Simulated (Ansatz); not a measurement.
This Ansatz 0.2.0 run on Co needs a look.

File input.yaml:

```yaml
crystal:
  lattice:
    - [2.4705617809, 0.0, 0.0]
    - [-1.2352808905, 2.1395692639, 0.0]
    - [0.0, 0.0, 8.0882338]
  atoms:
    - { symbol: Co, position: [0.6666666667, 0.3333333333, 0.75] }
    - { symbol: Co, position: [0.0, 0.0, 0.5] }
    - { symbol: Co, position: [0.3333333333, 0.6666666667, 0.25] }
    - { symbol: Co, position: [0.0, 0.0, 0.0] }
hamiltonian:
  xc: pbesol
  pseudopotentials: { kind: paw }
kpoints:
  mp_grid: { grid: [12, 12, 4] }
scf:
  occupations: { method: fixed }
  max_iter: 60
output:
  forces: true
  stress: true
  eigenvalues: true
```

Potentials or basis: Ansatz PAW.

Command:

```bash
$ ansatz run input.yaml --threads 2 --pin off --max-ram 5632MiB --backend cpu --events-out ev --progress --plain --runs-dir out
```

Output:

```text
Warning: RAYON_NUM_THREADS=2 ignored (pool sized by the plan → 2); use --threads N
Engine: ansatz 0.2.0, x86_64-unknown-linux-gnu
Pseudopotentials: kind: paw
Pseudopotential: Co, paw, valence charge 17, recommended cutoff 420 eV (normal), Co.paw.azcp
Functional definition: PBEsol
  exchange = pbesol_x
  correlation = pbesol_c
Crystal: 4 atoms, lattice volume = 42.754 Å³
Basis set: ecut = 420 eV, 813 PW (Γ), exchange–correlation on 36×36×120 points (8 copies of the dense FFT grid, shifted against one another)
Bands: 41, of which v1, the nominal top of the filled ones, is band 34 counted from 1 (33 counted from 0)
Symmetry: 24 space group operations
Space group: P63/mmc (ITA 194), of the structure as read, at distance tolerance 3.5e-5 Å
k-points: 57 of 576
Non-local potential: Co, projectors of the file, l = 0: 3, l = 1: 2, l = 2: 3, l = 3: 1
PAW form: soft (Blöchl's): semilocal exchange-correlation on the pseudo side does not see the compensation charge
PAW frozen core: Co, regenerated for the run's functional, and the local potential with it (the file was generated under x = pbe(κ = 0.804, μ = 0.2195149727645171), c = pbe(β = 0.06672455060314922))
PAW one-centre angular grid: Co, 590 points (default); XC on 64 Gauss nodes
Initial density: superposition of atomic densities (neutral atoms: chi_scale 0, normalization atom), corrected by the library's trained network
Initial wavefunctions: pseudopotential atomic-orbital guess
[... 23 lines left out ...]
E sigma→0 (E₀):  -20370.323169 eV
Fermi energy:    19.184592 eV
--- Per-component energies (eV) ---
  E_band       = -960.678961
  E_kinetic    = 1817.172031
  E_local      = -11237.306619  (includes V_loc(G=0)·N_el)
  E_nonlocal   = 1818.742897
  E_hartree    = 4700.872813
  E_xc         = -631.459994
  E_vxc        = -818.677732  (∫ρ·V_xc dr)
  E_paw        = -5926.237023  (= ΣΔE_a)
  E_vpaw       = -1942.356922  (= ΣTr[D̂ρ^β])
  E_aug_tail   = 0.000250  (compensation charges beyond the density's cutoff)
  E_ewald      = -10912.861201
  E_core_change = 0.753677  (= ΣΔE_core)
  E_smearing   = -0.000000  (= −TS)
  E_closure    = 0.000000  (closes the sum)
  Σ components = -20370.323169   (vs F -20370.323169, Δ=0.00e0)
--- Forces (eV/Å), atoms counted from 1 ---
  atom   1  Co     0.00000000     0.00000000     0.00000000
  atom   2  Co    -0.00000000     0.00000000     0.00000000
  atom   3  Co    -0.00000000    -0.00000000     0.00000000
  atom   4  Co     0.00000000    -0.00000000     0.00000000
  max |Σ_I F_I| component: 2.31e-18 eV/Å
--- Stress (GPa, compression-positive) ---
      -13.860256       0.000000       0.000000
        0.000000     -13.860256       0.000000
        0.000000       0.000000     -15.565319
  P = ⅓ Tr σ = -14.4286 GPa (-144.286 kbar)
[... 6 lines left out ...]
```

Question: Diagnose the run.

Answer: Self-consistency was reached. The input holds a flaw that was put in on purpose: fixed occupations whatever the gap (scf.occupations = method fixed). The program doesn't stop on it, so the numbers can't be trusted though the run ends normally.

A sound run on the same cell differs in these lines of the main input:
```diff
@@ -17,2 +17 @@
-  occupations: { method: fixed }
-  max_iter: 60
+  occupations: { method: fermi_dirac, width: 0.05 }
```
